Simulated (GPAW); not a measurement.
Runs of GPAW 26.7.0 on MgO. The structure is cubic, space group Fm-3m (No. 225). The conventional cell has a = 4.194 Å, b = 4.194 Å, c = 4.194 Å, α = 90.00°, β = 90.00°, γ = 90.00°. Mg (site symmetry m-3m) has 6 O at 2.10 Å as nearest neighbours. O (site symmetry m-3m) has 6 Mg at 2.10 Å as nearest neighbours. The cell is a database's computed one.

```csv
task,level,potentials or basis,k mesh,cutoff (eV),eigensolver,maxiter,band path,band points,data set,mesh quality,gap on the mesh (eV),pressure (GPa),V0 of scaled cells (Å³/atom),B0 (GPa)
single point,HSE06,"GPAW PAW data sets (gpaw-data 1.2.1), pw",5 × 5 × 5,600,-,60,-,-,-,coarse,6.65,-,-,-
band structure,PBE,"GPAW PAW data sets (gpaw-data 1.2.1), other valence, pw",9 × 9 × 9,800,-,150,"GXWKGLUWLK,UX",100,Mg 2,not flagged,4.81,8.2,-,-
equation of state,PBEsol+D4,"PAW data sets generated in the run's folder for this functional, pw",9 × 9 × 9,800,-,150,-,-,-,not flagged,-,-,9.30,161
band structure,BEEF-vdW,"GPAW PAW data sets (gpaw-data 1.2.1), pw",9 × 9 × 9,800,-,150,"GXWKGLUWLK,UX",60,-,not flagged,(b),-,-,-
equation of state,BP86+D3,"PAW data sets generated in the run's folder for this functional, pw",9 × 9 × 9,800,-,150,-,-,-,not flagged,-,-,(c),164
band structure,PBEsol,"PAW data sets generated in the run's folder for this functional, pw",9 × 9 × 9,800,-,150,"GXWKGLUWLK,UX",60,-,not flagged,(a),3.1,-,-
```

Alike in all rows: no spin polarisation; cell as given; smearing fermi-dirac 0.05 eV.

Problem. Fill in the values left out.

Solution. (a) 4.78; (b) 5.24; (c) 9.17.

Caveats: some runs use coarse meshes; the PAW data sets were made with another functional, which shifts forces and pressure a little (some runs).

The runs don't all hold the same shells in valence.
